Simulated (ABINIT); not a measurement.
A run of ABINIT 10.8.3 (patched build) is set up as follows.

run.abi

```
# Pseudopotentials
pp_dirpath "./"
pseudos "Au.GGA_PBE-JTH.xml"

# Structure
acell 2.8779245994 2.8779245994 2.8779245994 Angstrom
rprim
     0.0000000000     0.7071067812     0.7071067812
     0.7071067812     0.0000000000     0.7071067812
     0.7071067812     0.7071067812     0.0000000000
ntypat 1
znucl 79
natom 1
typat 1
xred
     0.0000000000     0.0000000000     0.0000000000

# Plane-wave basis
ecut 30.0
pawecutdg 52.0

# k points
kptopt 1
ngkpt 9 9 9
nshiftk 1
shiftk 0.0 0.0 0.0

# Exchange and correlation
ixc -497498
usekden 1
pawxcdev 0

# Bands and occupations
nband 10
occopt 3
tsmear 0.00183747

# SCF cycle
nstep 100
tolvrs 1.0e-7

# Output
iomode 3
prtwf 0
prtden 0
prteig 0
prtebands 0
enunit 1
```

Potentials or basis: JTH PAW PBE v2.0.

Launch:

```bash
$ abinit run.abi > log 2>&1
```

Problem. Estimate the band gap on the k mesh.

Solution. None (metal or under the smearing width).

Problem. Estimate the pressure.

Solution. 7.4 GPa.

Caveat: the PAW data sets were made with another functional, which shifts forces and pressure a little. The run has no spin-orbit coupling, so splittings on Au are missing.
